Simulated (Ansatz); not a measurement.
# KCl (R3m) at 2 levels of theory

One geometry, relaxed with PBE; plane waves with PAW potentials in Ansatz, scalar-relativistic. No spin polarisation. Gaps are the least over mesh and band path; pressure is positive in compression.

```cif
data_structure
_symmetry_space_group_name_H-M 'R3m:H'
_symmetry_Int_Tables_number 160
_cell_length_a 4.4122
_cell_length_b 4.4122
_cell_length_c 46.4009
_cell_angle_alpha 90.000
_cell_angle_beta 90.000
_cell_angle_gamma 120.000
_cell_volume 782.29
loop_
_atom_site_label
_atom_site_type_symbol
_atom_site_symmetry_multiplicity
_atom_site_Wyckoff_symbol
_atom_site_fract_x
_atom_site_fract_y
_atom_site_fract_z
_atom_site_occupancy
K1 K 3 a 0.33333 0.66667 0.37246 1
K2 K 3 a 0.00000 0.00000 0.53816 1
K3 K 3 a 0.00000 0.00000 0.62147 1
K4 K 3 a 0.00000 0.00000 0.45488 1
Cl1 Cl 3 a 0.33333 0.66667 0.66305 1
Cl2 Cl 3 a 0.33333 0.66667 0.49647 1
Cl3 Cl 3 a 0.66667 0.33333 0.57978 1
Cl4 Cl 3 a 0.66667 0.33333 0.41418 1
```

```
level  cutoff (eV)  k mesh  gap (eV)  pressure (GPa)
  PBE          420   6×6×2      4.92             0.0
```

What comes out on the same cell with LDA?

| level | cutoff (eV) | k mesh | gap (eV) | pressure (GPa) |
| --- | --- | --- | --- | --- |
| LDA | 420 | 6×6×2 | 4.49 | -2.5 |

The cell was found from a structure generator's guess, not taken from experiment.
